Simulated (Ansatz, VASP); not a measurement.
One calculation of AlN, two programs

```xyz
4
Lattice="3.0886 0.0000 0.0000 -1.5443 2.6748 0.0000 0.0000 0.0000 5.1413" Properties=species:S:1:pos:R:3 pbc="T T T"
Al    0.0000    1.7832    0.0239
Al    1.5443    0.8916    2.5945
N     0.0000    1.7832    1.9555
N     1.5443    0.8916    4.5262
```

Alike in both runs: functional LDA; k mesh 9 × 9 × 6; occupations gaussian, width 0.05 eV; no spin polarisation.

Ansatz relaxed the structure, and its values are those at the end. VASP's run is a single point on that final structure, the one shown.

```csv
,VASP,Ansatz
version,VASP 6.6.1,Ansatz 0.2.0
potentials or method,"VASP PAW LDA potentials, release 64 (Al, N)","scalar-relativistic, plane waves, PAW"
plane-wave cutoff (eV),520,520
valence electrons in the cell,16,16
```

Ansatz gave:

```
gap on the k mesh at the Fermi level (eV) : 4.12
least direct gap on the mesh (eV)         : 4.12
pressure (GPa)                            : -7.3
rms of the force components (eV/Å)        : 0.000
```

Task: Which values does VASP return?

Result: gap on the k mesh at the Fermi level (eV): 4.13; least direct gap on the mesh (eV): 4.13; pressure (GPa): -6.8; rms of the force components (eV/Å): 0.004.

Ansatz warned: «pseudo_functional_mismatch».
